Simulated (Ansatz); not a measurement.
An Ansatz (a first-principles code) input (r2SCAN/PAW in Ansatz, without spin-orbit coupling):

Ansatz 0.2 input:
```yaml
crystal:
  lattice:
    - [0, 2.8532824472, 2.8532824472]
    - [2.8532824472, 0, 2.8532824472]
    - [2.8532824472, 2.8532824472, 0]
  atoms:
    - { symbol: Te, position: [0.75, 0.75, 0.75] }
    - { symbol: Zn, position: [0, 0, 0] }
basis: { ecutwfc: 500, ecutrho_ratio: 4, xc_grid: 4, fft_grid_basis: typed }
kpoints: { mp_grid: { grid: [9, 9, 9] } }
hamiltonian:
  xc: r2scan
  dispersion: none
  pseudopotentials: { kind: paw }
scf: { occupations: { method: fermi_dirac, width: 0.05 }, convergence: { dr2_threshold: 0.0000000002 } }
output: { forces: true, stress: true }
checkpoint: { write: state.ck, write_every: 1000 }
```

Question: Which symmetry and how many k-points will the program report, and about how many plane waves at Γ?

Answer: Space group F-43m (ITA 216) with 24 operations, k-points 35 of 729, and 1243 plane waves at Γ.

Question: And the final pressure?

Answer: 16.43 GPa (compression positive).

Single points use the geometry relaxed with PBE. Load acts through the strain it causes; cell and atoms are relaxed under it. No phonon test of stability was made. Measured, ZnTe leaves this structure (for cinnabar) near 9.5 GPa (temperature not stated; as listed in Datta, Sujoy, Jana, Debnarayan, arXiv (2020)), on rising pressure, with hysteresis. The cell was made from ZnTe in the zinc blende structure (space group F-43m, No. 216) by this change: pressure 18 GPa.
